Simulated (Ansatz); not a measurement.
# Silicon, simple cubic under PBE: from relaxation to bulk modulus, part 2 of 2

Aim: take silicon in the simple cubic structure, relax it, solve it on a dense k-mesh, switch on spin-orbit coupling, then scale the cell to 7 volumes from 88 to 112 % of the relaxed one and try a fit of the equation of state. The k-meshes are 12×12×12 for the relaxation; 20×20×20 for the dense run; 12×12×12 for spin-orbit coupling; 14×14×14 for the volumes.

Ansatz 0.2.0; DFT, PBE, plane waves (420 eV) with PAW, scalar-relativistic.

## 6. At 92 % of the relaxed volume

This is Si in the simple cubic structure; at room conditions it is diamond.

input.yaml

```yaml
crystal:
  lattice:
    - [2.4609587233, 0.0, 0.0]
    - [0.0, 2.4609587233, 0.0]
    - [0.0, 0.0, 2.4609587233]
  atoms:
    - { symbol: Si, position: [0.0, 0.0, 0.0] }
hamiltonian:
  xc: pbe
  pseudopotentials:
    kind: paw
    azcp:
      Si: "pseudopotentials/Si.paw.azcp"
basis:
  ecutwfc: 420
  fft_grid_basis: typed
kpoints:
  mp_grid: { grid: [14, 14, 14], shift: [0, 0, 0] }
magnetization:
  spin_polarized: false
scf:
  occupations: { method: fermi_dirac, width: 0.1 }
  lower_state_search: "off"
output:
  stress: true
```

Run with:

```
ansatz run input.yaml --threads 1 --pin off --max-ram 3584MiB --backend cpu --events-out ev --progress --plain --runs-dir out
```

Log, shortened:

```text
[...]
Pseudopotentials: kind: paw
Pseudopotential: Si, paw, valence charge 4, recommended cutoff 420 eV (normal), <dir>
Functional definition: PBE
[...]
Crystal: 1 atoms, lattice volume = 14.904 Å³
Basis set: ecut = 420 eV, 257 PW (Γ)
Bands: 6, of which v1, the nominal top of the filled ones, is band 2 counted from 1 (1 counted from 0)
Symmetry: 48 space group operations
Space group: Pm-3m (ITA 221), of the structure as read, at distance tolerance 2.5e-5 Å
k-points: 120 of 2744
[...]
SCF iter   1: F=—  HF=-635.430456 eV  |F-HF|=—  |Δ(HF+E_count)|=         —  Δρ=1.47e-3  dr2=1.31e-4  ethr=1.77e-3  ⟨swp⟩=5.4  Hψ=6855  notcnv=0
[...]
SCF iter   6: F=-635.430649 eV  HF=-635.430649 eV  |F-HF|=2.27e-13  |Δ(HF+E_count)|=  2.96e-10  Δρ=9.66e-8  dr2=1.04e-12  ethr=3.77e-12  ⟨swp⟩=1.0  Hψ=2073  notcnv=0
[...]
SCF converged after 6 iterations
Free energy (F): -635.430649 eV
[...]
E sigma→0 (E₀):  -635.424727 eV
Entropy (-TS):   -0.011844 eV (-11.844 meV/atom)
Fermi energy:    9.951044 eV
[...]
--- Stress (GPa, compression-positive) ---
       10.648669      -0.000000       0.000000
       -0.000000      10.648669       0.000000
        0.000000       0.000000      10.648669
  P = ⅓ Tr σ = 10.6487 GPa (106.487 kbar)
```

It took 1.5 s on 1 thread of Intel Xeon Platinum 8259CL at 2.50GHz (Skylake/Cascade Lake), shared host; peak memory 0.44 GiB.

## 7. At 96 % of the relaxed volume

Changes to input.yaml since step 6:

```diff
@@ -2,5 +2,5 @@
   lattice:
-    - [2.4609587233, 0.0, 0.0]
-    - [0.0, 2.4609587233, 0.0]
-    - [0.0, 0.0, 2.4609587233]
+    - [2.4961200269, 0.0, 0.0]
+    - [0.0, 2.4961200269, 0.0]
+    - [0.0, 0.0, 2.4961200269]
   atoms:
@@ -25 +25,5 @@
   stress: true
+  write_density: true
+  write_potential: true
+  elf: true
+  volumetric_format: npy
```

Run with:

```
ansatz run input.yaml --threads 1 --pin off --max-ram 3584MiB --backend cpu --events-out ev --progress --plain --runs-dir out
```

Log, shortened:

```text
[...]
Pseudopotentials: kind: paw
Pseudopotential: Si, paw, valence charge 4, recommended cutoff 420 eV (normal), <dir>
Functional definition: PBE
[...]
Crystal: 1 atoms, lattice volume = 15.552 Å³
Basis set: ecut = 420 eV, 305 PW (Γ)
Bands: 6, of which v1, the nominal top of the filled ones, is band 2 counted from 1 (1 counted from 0)
Symmetry: 48 space group operations
Space group: Pm-3m (ITA 221), of the structure as read, at distance tolerance 2.5e-5 Å
k-points: 120 of 2744
[...]
SCF iter   1: F=—  HF=-635.461570 eV  |F-HF|=—  |Δ(HF+E_count)|=         —  Δρ=1.47e-3  dr2=1.57e-4  ethr=1.77e-3  ⟨swp⟩=5.2  Hψ=6801  notcnv=0
[...]
SCF iter   6: F=-635.461770 eV  HF=-635.461770 eV  |F-HF|=9.78e-12  |Δ(HF+E_count)|=  2.04e-10  Δρ=5.27e-7  dr2=5.71e-11  ethr=3.15e-11  ⟨swp⟩=3.9  Hψ=2789  notcnv=0
[...]
SCF converged after 6 iterations
Free energy (F): -635.461770 eV
[...]
E sigma→0 (E₀):  -635.455815 eV
Entropy (-TS):   -0.011910 eV (-11.910 meV/atom)
Fermi energy:    9.358196 eV
[...]
--- Stress (GPa, compression-positive) ---
        4.943982       0.000000       0.000000
        0.000000       4.943982       0.000000
        0.000000       0.000000       4.943982
  P = ⅓ Tr σ = 4.9440 GPa (49.440 kbar)
--- Band table (eV; the first three rows and the last of 120) ---
  k-point 0: bands = ["-4.2534", "16.7429", "16.7429", "17.2412", "17.2412", "17.2412"]
[...]
```

Wall time 2.2 s (1 thread of Intel Xeon Platinum 8259CL at 2.50GHz (Skylake/Cascade Lake), shared host); peak memory 0.45 GiB.

## 8. At 100 % of the relaxed volume

Changes to input.yaml since step 7:

```diff
@@ -2,5 +2,5 @@
   lattice:
-    - [2.4961200269, 0.0, 0.0]
-    - [0.0, 2.4961200269, 0.0]
-    - [0.0, 0.0, 2.4961200269]
+    - [2.5303177015, 0.0, 0.0]
+    - [0.0, 2.5303177015, 0.0]
+    - [0.0, 0.0, 2.5303177015]
   atoms:
```

Run with:

```
ansatz run input.yaml --threads 1 --pin off --max-ram 3584MiB --backend cpu --events-out ev --progress --plain --runs-dir out
```

Log, shortened:

```text
[...]
Pseudopotentials: kind: paw
Pseudopotential: Si, paw, valence charge 4, recommended cutoff 420 eV (normal), <dir>
Functional definition: PBE
[...]
Crystal: 1 atoms, lattice volume = 16.200 Å³
Basis set: ecut = 420 eV, 305 PW (Γ)
Bands: 6, of which v1, the nominal top of the filled ones, is band 2 counted from 1 (1 counted from 0)
Symmetry: 48 space group operations
Space group: Pm-3m (ITA 221), of the structure as read, at distance tolerance 2.5e-5 Å
k-points: 120 of 2744
[...]
SCF iter   1: F=—  HF=-635.471915 eV  |F-HF|=—  |Δ(HF+E_count)|=         —  Δρ=1.50e-3  dr2=1.93e-4  ethr=1.77e-3  ⟨swp⟩=5.2  Hψ=6782  notcnv=0
[...]
SCF iter   6: F=-635.472127 eV  HF=-635.472127 eV  |F-HF|=1.17e-10  |Δ(HF+E_count)|=  7.83e-10  Δρ=1.38e-6  dr2=4.25e-10  ethr=1.07e-10  ⟨swp⟩=4.0  Hψ=2810  notcnv=0
[...]
SCF converged after 6 iterations
Free energy (F): -635.472127 eV
[...]
E sigma→0 (E₀):  -635.466005 eV
Entropy (-TS):   -0.012245 eV (-12.245 meV/atom)
Fermi energy:    8.809252 eV
[...]
--- Stress (GPa, compression-positive) ---
        0.343267       0.000000       0.000000
        0.000000       0.343267       0.000000
        0.000000       0.000000       0.343267
  P = ⅓ Tr σ = 0.3433 GPa (3.433 kbar)
--- Band table (eV; the first three rows and the last of 120) ---
  k-point 0: bands = ["-4.4299", "16.2016", "16.2016", "16.4401", "16.4401", "16.4401"]
[...]
```

It took 2.5 s on 1 thread of Intel Xeon Platinum 8259CL at 2.50GHz (Skylake/Cascade Lake), shared host; peak memory 0.44 GiB.

## 9. At 104 % of the relaxed volume

Changes to input.yaml since step 8:

```diff
@@ -2,5 +2,5 @@
   lattice:
-    - [2.5303177015, 0.0, 0.0]
-    - [0.0, 2.5303177015, 0.0]
-    - [0.0, 0.0, 2.5303177015]
+    - [2.5636151739, 0.0, 0.0]
+    - [0.0, 2.5636151739, 0.0]
+    - [0.0, 0.0, 2.5636151739]
   atoms:
@@ -25,5 +25 @@
   stress: true
-  write_density: true
-  write_potential: true
-  elf: true
-  volumetric_format: npy
```

Run with:

```
ansatz run input.yaml --threads 1 --pin off --max-ram 3584MiB --backend cpu --events-out ev --progress --plain --runs-dir out
```

Log, shortened:

```text
[...]
Pseudopotentials: kind: paw
Pseudopotential: Si, paw, valence charge 4, recommended cutoff 420 eV (normal), <dir>
Functional definition: PBE
[...]
Crystal: 1 atoms, lattice volume = 16.848 Å³
Basis set: ecut = 420 eV, 341 PW (Γ)
Bands: 6, of which v1, the nominal top of the filled ones, is band 2 counted from 1 (1 counted from 0)
Symmetry: 48 space group operations
Space group: Pm-3m (ITA 221), of the structure as read, at distance tolerance 2.6e-5 Å
k-points: 120 of 2744
[...]
SCF iter   1: F=—  HF=-635.465525 eV  |F-HF|=—  |Δ(HF+E_count)|=         —  Δρ=1.55e-3  dr2=2.37e-4  ethr=1.77e-3  ⟨swp⟩=5.1  Hψ=6769  notcnv=0
[...]
SCF iter   6: F=-635.465765 eV  HF=-635.465765 eV  |F-HF|=1.88e-10  |Δ(HF+E_count)|=  2.53e-10  Δρ=1.66e-6  dr2=6.59e-10  ethr=1.12e-10  ⟨swp⟩=1.0  Hψ=2042  notcnv=0
[...]
SCF converged after 6 iterations
Free energy (F): -635.465765 eV
[...]
E sigma→0 (E₀):  -635.459408 eV
Entropy (-TS):   -0.012713 eV (-12.713 meV/atom)
Fermi energy:    8.300978 eV
[...]
--- Stress (GPa, compression-positive) ---
       -3.354430       0.000000       0.000000
        0.000000      -3.354430      -0.000000
        0.000000      -0.000000      -3.354430
  P = ⅓ Tr σ = -3.3544 GPa (-33.544 kbar)
```

It took 1.9 s on 1 thread of Intel Xeon Platinum 8259CL at 2.50GHz (Skylake/Cascade Lake), shared host; peak memory 0.45 GiB.

## 10. At 108 % of the relaxed volume

Changes to input.yaml since step 9:

```diff
@@ -2,5 +2,5 @@
   lattice:
-    - [2.5636151739, 0.0, 0.0]
-    - [0.0, 2.5636151739, 0.0]
-    - [0.0, 0.0, 2.5636151739]
+    - [2.5960694442, 0.0, 0.0]
+    - [0.0, 2.5960694442, 0.0]
+    - [0.0, 0.0, 2.5960694442]
   atoms:
```

Run with:

```
ansatz run input.yaml --threads 1 --pin off --max-ram 3584MiB --backend cpu --events-out ev --progress --plain --runs-dir out
```

Log, shortened:

```text
[...]
Pseudopotentials: kind: paw
Pseudopotential: Si, paw, valence charge 4, recommended cutoff 420 eV (normal), <dir>
Functional definition: PBE
[...]
Crystal: 1 atoms, lattice volume = 17.496 Å³
Basis set: ecut = 420 eV, 341 PW (Γ)
Bands: 6, of which v1, the nominal top of the filled ones, is band 2 counted from 1 (1 counted from 0)
Symmetry: 48 space group operations
Space group: Pm-3m (ITA 221), of the structure as read, at distance tolerance 2.6e-5 Å
k-points: 120 of 2744
[...]
SCF iter   1: F=—  HF=-635.445736 eV  |F-HF|=—  |Δ(HF+E_count)|=         —  Δρ=1.58e-3  dr2=2.76e-4  ethr=1.77e-3  ⟨swp⟩=5.1  Hψ=6749  notcnv=0
[...]
SCF iter   6: F=-635.445980 eV  HF=-635.445980 eV  |F-HF|=3.02e-10  |Δ(HF+E_count)|=  4.74e-10  Δρ=1.95e-6  dr2=9.70e-10  ethr=1.37e-10  ⟨swp⟩=1.2  Hψ=2046  notcnv=0
[...]
SCF converged after 6 iterations
Free energy (F): -635.445980 eV
[...]
E sigma→0 (E₀):  -635.439374 eV
Entropy (-TS):   -0.013213 eV (-13.213 meV/atom)
Fermi energy:    7.829715 eV
[...]
--- Stress (GPa, compression-positive) ---
       -6.317942      -0.000000       0.000000
        0.000000      -6.317942       0.000000
        0.000000      -0.000000      -6.317942
  P = ⅓ Tr σ = -6.3179 GPa (-63.179 kbar)
```

It took 1.8 s on 1 thread of Intel Xeon Platinum 8259CL at 2.50GHz (Skylake/Cascade Lake), shared host; peak memory 0.44 GiB.

## 11. At 112 % of the relaxed volume

Changes to input.yaml since step 10:

```diff
@@ -2,5 +2,5 @@
   lattice:
-    - [2.5960694442, 0.0, 0.0]
-    - [0.0, 2.5960694442, 0.0]
-    - [0.0, 0.0, 2.5960694442]
+    - [2.6277319482, 0.0, 0.0]
+    - [0.0, 2.6277319482, 0.0]
+    - [0.0, 0.0, 2.6277319482]
   atoms:
```

Run with:

```
ansatz run input.yaml --threads 1 --pin off --max-ram 3584MiB --backend cpu --events-out ev --progress --plain --runs-dir out
```

Log, shortened:

```text
[...]
Pseudopotentials: kind: paw
Pseudopotential: Si, paw, valence charge 4, recommended cutoff 420 eV (normal), <dir>
Functional definition: PBE
[...]
Crystal: 1 atoms, lattice volume = 18.144 Å³
Basis set: ecut = 420 eV, 365 PW (Γ)
Bands: 6, of which v1, the nominal top of the filled ones, is band 2 counted from 1 (1 counted from 0)
Symmetry: 48 space group operations
Space group: Pm-3m (ITA 221), of the structure as read, at distance tolerance 2.6e-5 Å
k-points: 120 of 2744
[...]
SCF iter   1: F=—  HF=-635.415222 eV  |F-HF|=—  |Δ(HF+E_count)|=         —  Δρ=1.58e-3  dr2=2.98e-4  ethr=1.77e-3  ⟨swp⟩=5.1  Hψ=6753  notcnv=0
[...]
SCF iter   6: F=-635.415469 eV  HF=-635.415469 eV  |F-HF|=5.64e-10  |Δ(HF+E_count)|=   1.12e-9  Δρ=2.49e-6  dr2=1.66e-9  ethr=2.50e-10  ⟨swp⟩=1.4  Hψ=2043  notcnv=0
[...]
SCF converged after 6 iterations
Free energy (F): -635.415469 eV
[...]
E sigma→0 (E₀):  -635.408611 eV
Entropy (-TS):   -0.013716 eV (-13.716 meV/atom)
Fermi energy:    7.391673 eV
[...]
--- Stress (GPa, compression-positive) ---
       -8.682059      -0.000000       0.000000
        0.000000      -8.682059       0.000000
        0.000000       0.000000      -8.682059
  P = ⅓ Tr σ = -8.6821 GPa (-86.821 kbar)
```

Run time: 1.7 s. Hardware: 1 thread of Intel Xeon Platinum 8259CL at 2.50GHz (Skylake/Cascade Lake), shared host; peak memory 0.45 GiB.

## 12. The equation of state

All volumes keep the relaxed shape and fractional coordinates.

```tsv
V (Å³/atom)	E − E₀ (meV/atom)	P from the stress (GPa)	P from the fit (GPa)
14.256	98.3	17.70	17.83
14.904	41.3	10.65	10.65
15.552	10.2	4.94	4.90
16.200	0.0	0.34	0.30
16.848	6.6	-3.35	-3.40
17.496	26.6	-6.32	-6.38
18.144	57.4	-8.68	-8.77
```

Fit (Birch-Murnaghan, third order): V₀ = 16.248 Å³/atom, B₀ = 102 GPa, B₀′ = 4.5, largest residual 0.05 meV/atom.

## 13. What came out

The summary covers parts 1 to 2.

| quantity | value |
| --- | --- |
| space group (spins left aside) | Pm-3m (No. 221) |
| conventional cell | a = 2.530 Å |
| volume | 16.200 Å³/atom |
| shortest distance | 2.530 Å |
| gap on the mesh | none (levels filled in part) |
| relative to diamond | +348 meV/atom |
| V₀, B₀, B₀′ | 16.248 Å³/atom, 102 GPa, 4.5 |

From the guessed start the volume shrank by 0.1 % in 3 steps. It lies 348 meV/atom above the element's reference form at the same level (diamond, from a run of its own), so it is far from stable. No gap shows: it is a metal or semimetal at this level. The total energy of the spin-orbit run (on a coarser mesh) lies +8 meV/atom from the scalar one; mesh and treatment of the core enter this figure, so it is no spin-orbit energy. The fitted modulus is 102 GPa. The symmetry was held, so the structure may be unstable against distortions that break it.
